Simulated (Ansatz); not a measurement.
**Slab of diamond Si (110), 3 layers**

The slab is cut from the diamond crystal, the stable phase, as relaxed on PAW files (20.05 Å³/atom), with 16 Å of vacuum and a dipole correction:

```
Si
1.0
     3.84182    0.00000    0.00000
     0.00000    5.43316    0.00000
     0.00000    0.00000   19.84180
Si
6
Cartesian
  2.8814 0.6791 8.0000
  0.9605 4.7540 8.0000
  0.9605 3.3957 9.9209
  2.8814 2.0374 9.9209
  2.8814 0.6791 11.8418
  0.9605 4.7540 11.8418
```

Level of theory: DFT with PBEsol, scalar-relativistic, in Ansatz 0.2.0; a Γ-centred 8×6×1 k mesh, Fermi–Dirac smearing of 0.02 eV, no spin polarisation. LAPW: all electrons, basis error target 1 meV/atom; PAW: frozen-core files, cutoff 420 eV.

The bulk energy comes from a cell in the slab's orientation on a 8×6×8 mesh. The surface energy is (E(slab) − N·E(bulk))/2A at zero smearing, the mean of both faces; thin slabs carry quantum-size effects.

The PAW files were made under PBE. Real surfaces of this kind reconstruct, which a 1×1 cell forbids.

Question: As cut, the LAPW slab lies 4.480 eV above 6 atoms of bulk. What surface energy is that?

Answer: Over two faces of 20.87 Å² it is 107.3 meV/Å², and times 16.02 J/m² per eV/Å² that gives γ = 1.720 J/m².

```csv
method,γ as cut (J/m²),γ relaxed (J/m²),Φ as cut (eV),Φ relaxed (eV)
LAPW,1.720,1.678,4.80,4.83
PAW,1.718,1.677,4.80,4.83
```

Question: How do the spacings between the planes relax?

Answer: From the bottom face up: d12 -5.5 % of 1.921 Å, d23 -5.5 % of 1.921 Å.

Question: What changes if the images along the normal are cut off in place of the dipole correction?

Answer: LAPW then gives: no gap, work function 4.83 eV; PAW: no gap, work function 4.83 eV.

Question: A 2p core hole is made on one atom of each kind in every 1×1 cell (PAW hole dataset, neutral cell, valence without spin). What does it cost by layer?

Answer: layer 1 98.35 eV, layer 2 98.76 eV. Shifts between layers mean more than the absolute values, and a whole layer of holes screens otherwise than one hole.
